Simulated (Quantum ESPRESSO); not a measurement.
TiSe: single point with PBEsol+U

The system is TiSe.

```
Ti Se
1.0
     3.40340    0.00000    0.00000
     0.00000    3.40340    0.00000
     0.00000    0.00000    3.40340
Ti Se
1 1
Cartesian
  0.0000 0.0000 0.0000
  1.7017 1.7017 1.7017
```

The cell comes from a database or a generator and needn't be the stable form of this composition.

```json
{
  "Program": "Quantum ESPRESSO 7.5",
  "Task": "single point",
  "Functional": "PBEsol",
  "Potentials or basis": "GBRV 1.5 PBEsol",
  "Cutoff": "612 eV",
  "Density cutoff": "4898 eV",
  "k mesh": "6 × 6 × 6",
  "Occupations": "gaussian, width 0.05 eV",
  "Spin": "collinear spin, zero start",
  "Starting moments": "[0.0, 0.0] μB",
  "Fixed moment": "0 μB",
  "Hubbard terms": "Ti d U = 7 eV",
  "Hubbard projectors": "ortho-atomic",
  "Double": "4",
  "Start of the occupations": "crystal_field",
  "Moments locked": "total",
  "Magnetic state asked for": "nm_spin",
  "Symmetry": "off",
  "Formal shell electrons": "1 d2",
  "Nosym": "yes",
  "SCF threshold": "5e-07 Ry",
  "Most SCF iterations": "100",
  "Mixing ndim": "20",
  "Mixing beta": "0.7"
}
```

```json
{
  "Net moment": "0.00 μB per cell",
  "Absolute moment": "0.00 μB per cell",
  "Valence electrons inside the program's atomic spheres": "Ti 10.27; Se 4.98"
}
```

Eigenvalues of the final occupation matrices:
| site | spin | trace | eigenvalues |
| --- | --- | --- | --- |
| Ti 1 3d | 1 | 1.14 | 0.03 0.06 0.06 0.08 0.91 |
| Ti 1 3d | 2 | 1.14 | 0.03 0.06 0.06 0.08 0.91 |

Wall time 54 s on 2 MPI ranks on Arm Neoverse V1, on a shared host, peak memory 0.34 GiB a rank.

Caveat: the total moment is fixed, so each spin has its own Fermi level.
